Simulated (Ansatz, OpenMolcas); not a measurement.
CHF3 (trifluoromethane): a line through the functionals

CHF3: 5 atoms, total charge 0, spin state singlet. SMILES: `FC(F)F`. Geometry: relaxed at PBE0-D4/def2-TZVP.

The HOMO–LUMO gap y, in eV, basis def2-SVPD; a is the functional's share of exact exchange. Programs: Ansatz 0.2.0, OpenMolcas 26.06.

```
functional     program     a  y (eV)
    r2SCAN      Ansatz     0   11.12
      TPSS  OpenMolcas     0   10.09
     B3LYP      Ansatz   0.2       ?
      PBE0      Ansatz  0.25   12.34
   r2SCAN0      Ansatz  0.25   13.26
     BHLYP      Ansatz   0.5   14.60
```

Problem. Fit y = c + s·a to the known rows and predict B3LYP.

Solution. 
1. Means of the 5 rows: a = 0.2000, y = 12.282.
2. Σ(Δa)² = 0.175, Σ(Δa·Δy) = 1.418, so the slope is 1.418/0.175 = 8.1029.
3. Intercept: 12.282 − (8.1029) × 0.2000 = 10.661. The largest residual of the fit is 0.57.
4. B3LYP: 10.661 + (8.1029) × 0.2 = 12.28 eV.

The run gave 11.75 eV, so the prediction is off by +0.53 eV, within the largest residual. Exact exchange lowers occupied levels and raises empty ones. The rows mix families of semi-local functionals, which the line can't see.
